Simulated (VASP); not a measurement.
# From VASP inputs to Ansatz: CaO (rocksalt)

INCAR

```
ISMEAR = -1
NSW = 0
ENCUT = 520
NBANDS = 15
NELM = 120
GGA = PE
EDIFF = 1E-7
SIGMA = 0.02
LREAL = .FALSE.
IBRION = -1
PREC = Accurate
LCHARG = .FALSE.
ISIF = 2
LWAVE = .FALSE.
LASPH = .TRUE.
```

KPOINTS

```
KPOINTS created by Atomic Simulation Environment
0
Gamma
10 10 10
0 0 0
```

KPOINTS_OPT

```
special points
7
Reciprocal
0.0000000000 0.0000000000 0.0000000000 1
0.5000000000 0.0000000000 0.5000000000 1
0.6250000000 0.2500000000 0.6250000000 1
0.3750000000 0.3750000000 0.7500000000 1
0.5000000000 0.5000000000 0.5000000000 1
0.5000000000 0.2500000000 0.7500000000 1
0.0000000000 0.5000000000 0.5000000000 1
```

POSCAR

```
Ca O
 1.0000000000000000
    -0.0000000000000000    2.3975501102567622    2.3975501102567622
     2.3975501102567622   -0.0000000000000000    2.3975501102567622
     2.3975501102567622    2.3975501102567622    0.0000000000000000
 Ca  O
   1   1
Cartesian
 -0.0000000000000000  0.0000000000000000 -0.0000000000000000
  2.3975501102567622  2.3975501102567622  2.3975501102567622
```

VASP ran with the recommended PBE PAW datasets (16 valence electrons in the cell).

Q: Translate these files to an Ansatz input.

A: 

```yaml
crystal:
  lattice:
    - [0.0, 2.3975501103, 2.3975501103]
    - [2.3975501103, 0.0, 2.3975501103]
    - [2.3975501103, 2.3975501103, 0.0]
  atoms:
    - { symbol: Ca, position: [0.0, 0.0, 0.0] }
    - { symbol: O, position: [0.5, 0.5, 0.5] }
kpoints:
  mp_grid: { grid: [10, 10, 10] }
  band_path:
    path:
      - [0.0, 0.0, 0.0]
      - [0.5, 0.0, 0.5]
      - [0.625, 0.25, 0.625]
      - [0.375, 0.375, 0.75]
      - [0.5, 0.5, 0.5]
      - [0.5, 0.25, 0.75]
      - [0.0, 0.5, 0.5]
    npoints: 1
hamiltonian:
  xc: pbe
scf:
  occupations: { method: fermi_dirac, width: 0.02 }
  n_extra_bands: 4
output:
  forces: true
  stress: true
  eigenvalues: true
  write_density: true
  write_potential: true
  elf: true
  volumetric_format: npy
```

Other inputs would serve too.

```
                              VASP   Ansatz
gap between bands v and c  3.63 eV  3.65 eV
         least direct gap  4.01 eV  4.02 eV
                 pressure  3.1 GPa  2.5 GPa
```

Datasets and cutoffs are each program's own. VASP's cell holds 16 valence electrons and Ansatz's 16. Ansatz's stress includes a Pulay correction; VASP's doesn't.
